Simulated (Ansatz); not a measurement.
# Relaxation of Y, part 2 of 2

The start is Y, a crystal from a database, its volume scaled a little. Where does it settle when we relax cell and atoms, and what is it like there?

Ansatz 0.2.0; DFT, PBE, no spin polarisation, plane waves, PAW. Relaxing cell and atoms. Earlier steps stand in the parts before.

## Step 3: More of the same log

Output, continued:

```text
relax step   2: F+E_penalty+E_count = -7697.40017864 eV  Δ(F+E_penalty+E_count) = -1.661e-2 eV  max|allowed force component| = 3.469e-17 eV/Å  Δτ_max = 0.0000 Å  P = -0.043 GPa  Ω = 65.935 Å³  energy of the carried Pulay correction = +6.605e-5 eV  (4 SCF iters, dr2 threshold 2.00e-7 eV, accepted)
Crystal: 2 atoms, lattice volume = 65.851 Å³
iter 1 solved again at ethr=3.42e-8 eV; its pass at ethr=3.10e-3 eV (dr2=7.52e-6 eV) is discarded
SCF iter   1: F=—  HF=-7697.400258 eV  |F-HF|=—  |Δ(HF+E_count)|=         —  Δρ=5.82e-5  dr2=1.46e-6  ethr=3.42e-8  ⟨swp⟩=3.3  Hψ=5951  notcnv=0
preconditioner: auto → Kerker (q_TF=auto, 2.273 Å⁻¹)  [metal: Δε(μ)=0.030 eV  Ē_g=2.533 eV  σ=0.100 eV  W_gap=0.07  n_scr=22 (ndim 8)  ℏωp=11.2 eV  f_vac=0.000  D(μ)=3.71/eV (n_scr^D=34)]
SCF iter   2: F=—  HF=-7697.400254 eV  |F-HF|=—  |Δ(HF+E_count)|=   4.11e-6  Δρ=3.53e-5  dr2=5.50e-7  ethr=6.63e-9  ⟨swp⟩=1.1  Hψ=852  notcnv=0
SCF iter   3: F=-7697.400254 eV  HF=-7697.400254 eV  |F-HF|=1.43e-9  |Δ(HF+E_count)|=   8.69e-8  Δρ=2.63e-6  dr2=3.19e-9  ethr=2.72e-10  ⟨swp⟩=5.8  Hψ=4840  notcnv=0
SCF 3 converged in 3 iterations: F = -7697.400254 eV  dr2 = 3.19e-9
relax step   3: F+E_penalty+E_count = -7697.40025388 eV  Δ(F+E_penalty+E_count) = -7.524e-5 eV  max|allowed force component| = 4.626e-17 eV/Å  Δτ_max = 0.0000 Å  P = +0.008 GPa  Ω = 65.851 Å³  energy of the carried Pulay correction = +6.805e-5 eV  (3 SCF iters, dr2 threshold 5.99e-8 eV, accepted)
Initial wavefunctions: pseudopotential atomic-orbital guess (no wavefunctions were taken with the density)
iter 1 solved again at ethr=1.63e-7 eV; its pass at ethr=3.10e-3 eV (dr2=3.60e-5 eV) is discarded
SCF iter   1: F=—  HF=-7697.400185 eV  |F-HF|=—  |Δ(HF+E_count)|=         —  Δρ=1.49e-5  dr2=1.76e-8  ethr=1.63e-7  ⟨swp⟩=3.1  Hψ=6293  notcnv=0
eigensolver tolerance schedule: the retry pair's looser diagonalisation over-reported the residual by 2038.02 of it (diagonalisation noise at 0.12 of the residual, at the tolerance the schedule requests for it); recorded, not acted on — ethr = c·dr2/N_el stays at c = 1.0e-1
SCF iter   2: F=—  HF=-7697.400181 eV  |F-HF|=—  |Δ(HF+E_count)|=   3.90e-6  Δρ=7.72e-6  dr2=5.18e-9  ethr=8.01e-11  ⟨swp⟩=2.0  Hψ=1480  notcnv=0
SCF iter   3: F=—  HF=-7697.400181 eV  |F-HF|=—  |Δ(HF+E_count)|=   1.05e-8  Δρ=5.22e-7  dr2=1.31e-10  ethr=2.35e-11  ⟨swp⟩=2.0  Hψ=1457  notcnv=0
SCF iter   4: F=-7697.400181 eV  HF=-7697.400181 eV  |F-HF|=9.09e-13  |Δ(HF+E_count)|=  1.64e-11  Δρ=1.53e-7  dr2=1.84e-11  ethr=1.00e-12  ⟨swp⟩=5.6  Hψ=3785  notcnv=0
SCF 4 converged in 4 iterations: F = -7697.400181 eV  dr2 = 1.84e-11
relax step   4: F+E_penalty+E_count = -7697.40018077 eV  Δ(F+E_penalty+E_count) = +7.311e-5 eV  max|allowed force component| = 4.626e-17 eV/Å  Δτ_max = 0.0000 Å  P = +0.008 GPa  Ω = 65.851 Å³  stress off target by 2.19e-2 GPa  SCF on the basis re-selected at this cell (its energy is not comparable with the rows above)  (4 SCF iters)
basis re-selected at this cell: Δ(F+E_penalty+E_count) = +7.311e-5 eV, ΔP = +0.000 GPa vs the last step (what re-selecting the basis moved, of the pressure what is left beyond the Pulay correction that the steps carried, after the strain that the cell walked since its last selection, with what the two solves' SCF thresholds leave and, on support functions, any second-order correction that the steps lacked; it is no measure of the basis error at this ecutwfc). This SCF's stress stands 2.19e-2 GPa from its target on what of the cell is left free (relax.cell.stress_tol is 5.00e-2 GPa) and its largest allowed force component is 4.63e-17 eV/Å (relax.f_tol is 3.00e-2 eV/Å): within both
SCF converged after 4 iterations
Free energy (F): -7697.400181 eV
Harris-Foulkes:  -7697.400181 eV  (|F-HF|=9.09e-13)
Internal energy: -7697.279861 eV  (E = F + TS)
E sigma→0 (E₀):  -7697.340021 eV
Entropy (-TS):   -0.120319 eV (-60.160 meV/atom)
Fermi energy:    9.302930 eV
--- Per-component energies (eV) ---
  E_band       = -244.346751
  E_kinetic    = 608.821111
  E_local      = -1230.622124  (includes V_loc(G=0)·N_el)
  E_nonlocal   = 100.235094
  E_hartree    = 390.310149
  E_xc         = -345.706953
  E_vxc        = -396.847947  (∫ρ·V_xc dr)
  E_paw        = -5650.716308  (= ΣΔE_a)
  E_vpaw       = -106.553176  (= ΣTr[D̂ρ^β])
  E_aug_tail   = 0.000007  (compensation charges beyond the density's cutoff)
  E_ewald      = -1569.600837
  E_smearing   = -0.120319  (= −TS)
  E_closure    = -0.000000  (closes the sum)
  Σ components = -7697.400181   (vs F -7697.400181, Δ=0.00e0)
--- Forces (eV/Å), atoms counted from 1 ---
  atom   1  Y     -0.00000000     0.00000000    -0.00000000
  atom   2  Y      0.00000000    -0.00000000     0.00000000
  max |Σ_I F_I| component: 9.25e-18 eV/Å
--- Stress (GPa, compression-positive) ---
        0.021876       0.000000       0.000000
        0.000000       0.021876       0.000000
        0.000000       0.000000      -0.018882
  P = ⅓ Tr σ = 0.0083 GPa (0.083 kbar)
--- Band table (eV; the first three rows and the last of 56) ---
  k-point 0: bands = ["-33.3501", "-33.2756", "-13.6421", "-13.1664", "-13.1664", "-13.0753", "-13.0753", "-13.0434", "4.6625", "7.4745", "10.2101", "11.0503", "11.0503", "11.3898", "11.6632"]
  k-point 1: bands = ["-33.3452", "-33.2807", "-13.6041", "-13.1603", "-13.1603", "-13.0858", "-13.0815", "-13.0815", "4.8438", "7.3394", "10.0642", "10.9539", "10.9539", "11.2127", "11.5093"]
  k-point 2: bands = ["-33.3316", "-33.2944", "-13.4988", "-13.1999", "-13.1437", "-13.1437", "-13.0982", "-13.0982", "5.3558", "6.8525", "9.9883", "10.7680", "10.8769", "10.8769", "11.2061"]
  k-point 55: bands = ["-33.2751", "-33.2751", "-13.5219", "-13.5219", "-13.3571", "-13.3571", "-13.1440", "-13.1440", "8.5913", "8.5913", "9.2561", "9.2561", "9.7197", "9.7197", "12.0064"]
--- Relaxed structure (3 steps of the walk, 3 accepted, 1 SCFs on fresh bases) ---
  F+E_penalty+E_count = -7697.40018077 eV   max|allowed force component| = 4.626e-17 eV/Å   (the final SCF, on the basis selected at the relaxed cell)
  cell:  # Å, volume = 65.8512 Å³
    - [1.825995402502157, 3.162716811520918, -2.277198885550459e-34]
    - [-1.825995402502157, 3.162716811520918, 1.775773582904601e-34]
    - [-6.379312450393451e-34, -4.556651750281035e-35, 5.7013006508034]
  atoms:
    - { symbol: Y, position: [0.3333333333333333, 0.3333333333333333, 0.25] }
    - { symbol: Y, position: [0.6666666666666666, 0.6666666666666666, 0.75] }
--- Löwdin populations: 2 sites ---
  site symbol       q [e]
     0      Y     10.9364
     1      Y     10.9364
  spilling = 0.005778 (of n_electrons = 22.000000)
--- Bader charges: 2 sites ---
  site symbol  charge [e]  shift [e] shared [e]
     0      Y      0.0863     0.0000     0.0000
     1      Y      0.0863     0.0000     0.0000
  maxima off the nuclei: 2, with 0.1726 electrons
  on the straight line to a nucleus their density falls by 4.3e-4 of itself; PAW files or a low cutoff
  can make one that falls by little (a run on other files and one at a higher cutoff tell): if they did, read the shared
  charge, to which what the maxima have on the atom's side is counted
  estimated error of the sums over rays = 4.2e-4 e
```

Run time: 18 s. Hardware: 2 threads, shared host; peak memory 0.44 GiB.

Relaxation path:

```
step  energy from step 1 (eV/cell)  largest force component (eV/Å)  pressure (GPa)  volume (Å³)
   1                        0.0000                          0.0000           -1.66        68.86
   2                       -0.0166                          0.0000           -0.04        65.93
   3                       -0.0167                          0.0000            0.01        65.85
   4                       -0.0166                          0.0000            0.01        65.85
```

Step 1 is the start. Step 4 repeats the geometry before on a plane-wave basis chosen anew for that cell, so the energy can jump there without any move; the table keeps such jumps.

| input's cell | before | after | change |
| --- | --- | --- | --- |
| a (Å) | 3.697 | 3.652 | -1.2 % |
| b (Å) | 3.697 | 3.652 | -1.2 % |
| c (Å) | 5.818 | 5.701 | -2.0 % |
| volume (Å³/atom) | 34.43 | 32.93 | -4.4 % |

## Step 4: Total and projected density of states

Counts of states in windows (eV from the Fermi level; tetrahedra), total and projected:

```
from    to  total   Y s   Y d
-5.0  -4.0   0.07  0.07  0.00
-4.0  -3.0   0.35  0.31  0.02
-3.0  -2.0   0.74  0.51  0.20
-2.0  -1.0   1.88  0.55  1.27
-1.0   0.0   2.81  0.17  2.51
 0.0   1.0   2.54  0.11  2.23
```

The bands computed are complete only to about 1.7 eV above the Fermi level.

## Step 5: Atomic charges

By element, from the tables in the log (a charge is positive for electrons lost): Löwdin charges also hold the electrons that the projection spills.

```
element  atoms  Bader charge (e)  Bader volume (Å³)  Löwdin charge (e)
      Y      2             +0.09               32.1              +0.06
```

The Löwdin projection spills 0.6 % of the electrons and depends on the orbitals chosen; where it disagrees with Bader's partition, neither is an observable.

The density has 2 maxima away from the nuclei, holding 0.17 electrons in all.

## Step 6: Maps of the fields

Maps in the plane spanned by a and b at height 0.750 along c (axes of the input's cell), one cell: a runs left to right (11 points from zero), b bottom to top (11 points), 60° apart. These are the smooth PAW fields, not the true ones near the nuclei.

Valence density. Ten steps from '0' (0.08 e/Å³) to '9' (3.69 e/Å³), finer at the low end (step k begins (100^(k/10) - 1)/99 of the way up):
```
00025787520
00026899862
20025899985
31013799997
42112489998
42111247887
32111123565
21111111222
00011110000
00012221000
00023443200
```

ELF. Ten even steps from '0' (0.10) to '9' (0.85):
```
22004898400
01006999960
01104985894
10201895598
30330399899
30363038998
10377301464
00367630000
01233332100
21100000112
32001331002
```

Atoms within 0.2 Å of the plane, in fractions of a and b: Y at (0.67, 0.67).

At the density minimum on some short contacts:

```
contact  length (Å)  minimum at (fraction)  density (e/Å³)   ELF
  Y1–Y2       3.546                   0.50           0.098  0.19
```

## Step 7: Outcome

The summary covers parts 1 to 2.

```
                                                 quantity                                                                      value
                                                    moves                                                                          2
                                            energy gained                                                               8.3 meV/atom
                                             largest move                                                                     0.00 Å
                     space group (0.01 Å), before / after                                                        P6_3/mmc / P6_3/mmc
                                                     cell  a = 3.652 Å, b = 3.652 Å, c = 5.701 Å, α = 90.00°, β = 90.00°, γ = 60.00°
                                                   volume                                                     32.93 Å³/atom (-4.4 %)
                                      pressure at the end                                                                   0.01 GPa
                                                character                                                                      metal
density of states, mean within 0.25 eV of the Fermi level                                                        4.3 per eV per cell
                            density maxima off the nuclei                                                                          2
```

What this shows: The volume shrank by 4.4 %, and the atoms end where they began within the cell; the energy fell by 8.3 meV per atom. With 24 symmetry operations imposed, the end may be a saddle point towards distortions that break them. Bands cross the Fermi level: a metal; within 0.25 eV of the Fermi level the density of states averages 4.3 per eV per cell, mostly Y d (88 %).

A measured lattice constant a of Y is 3.65 Å (a printed reference work, data compilation); the calculated 3.652 Å misses it by +0.1 %. That is within the rounding of the quoted value. The calculation has no thermal expansion or zero-point motion, which count for tenths of a per cent.

Keep in mind: many states at the Fermi level without spin polarisation, so a magnetic state may lie lower.
